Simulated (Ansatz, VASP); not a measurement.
## CuO (Tenorite) in VASP and in Ansatz

Contents of INCAR:

```
SYSTEM = CuO
PREC     = Accurate       ! precision mode
ENCUT    = 520            ! plane-wave cutoff, eV
EDIFF    = 1E-6           ! SCF threshold, eV
ISMEAR   = -1             ! smearing method
SIGMA    = 0.05           ! smearing width, eV
LREAL    = .FALSE.        ! projectors in reciprocal space
LASPH    = .TRUE.         ! aspherical terms in the spheres
NELM     = 60             ! most SCF steps
ALGO     = Normal         ! electronic algorithm
ISIF     = 2              ! what is computed and relaxed
LWAVE    = .FALSE.        ! write WAVECAR
LCHARG   = .FALSE.        ! write CHGCAR
GGA      = PS             ! functional
NBANDS   = 25             ! bands
```

Contents of KPOINTS:

```
regular mesh
0
G
  10 10 5
  0 0 0
```

File POSCAR:

```
CuO
1.0
    2.3289136198     -1.7019003246      0.0000000000
    2.3289136198      1.7019003246      0.0000000000
   -0.8547786486      0.0000000000      5.0254794206
Cu O
2 2
Direct
    0.4968000000      0.0032000000      0.5000000000
    0.0032000000      0.4968000000      0.0000000000
    0.4056000000      0.5714000000      0.7537000000
    0.5714000000      0.4056000000      0.2537000000
```

Contents of input.yaml:

```yaml
crystal:
  lattice:
    - [2.3289136198, -1.7019003246, 0.0]
    - [2.3289136198, 1.7019003246, 0.0]
    - [-0.8547786486, 0.0, 5.0254794206]
  atoms:
    - { symbol: Cu, position: [0.4968, 0.0032, 0.5] }
    - { symbol: Cu, position: [0.0032, 0.4968, 0.0] }
    - { symbol: O, position: [0.4056, 0.5714, 0.7537] }
    - { symbol: O, position: [0.5714, 0.4056, 0.2537] }
kpoints:
  mp_grid: { grid: [10, 10, 5] }
scf:
  occupations: { method: fermi_dirac, width: 0.05 }
hamiltonian:
  xc: pbesol
  pseudopotentials: { kind: all_electron, lapw: { basis_error: 0.002 } }
output:
  forces: true
  stress: true
  eigenvalues: true
```

Change from the starting cell: volume scaled by 0.98.

Alike in both runs: task single point; functional PBEsol; k mesh 10 × 10 × 5; occupations fermi-dirac, width 0.05 eV; no spin polarisation.

```csv
,VASP,Ansatz
version,VASP 6.6.1,Ansatz 0.2.0
potentials or method,"VASP PAW PBE potentials, release 64 (Cu, O)","all-electron LAPW, scalar-relativistic"
plane-wave cutoff (eV),520,see its input
```

|  | VASP | Ansatz | Ansatz less VASP |
| --- | --- | --- | --- |
| gap on the k mesh at the Fermi level (eV) | none | none | - |
| pressure (GPa) | 1.7 | 0.9 | -0.78 |
| largest component of the traceless stress (GPa) | 1.72 | 1.65 | -0.063 |
| rms of the force components (eV/Å) | 0.456 | 0.448 | -0.0085 |

Atom by atom the forces differ by 0.021 eV/Å (rms over components). A gap of «none» marks a metal or a gap that the smearing closes. Ansatz ran all-electron here, so the differences hold the error of VASP's frozen core and of both bases.

Caveats: the run has no spin polarisation, though such a crystal can be magnetic; semilocal functionals often make such compounds metallic where correlation or magnetic order opens a gap, which also shifts bond lengths; the PAW data sets were made with another functional, which shifts forces and pressure a little (VASP).
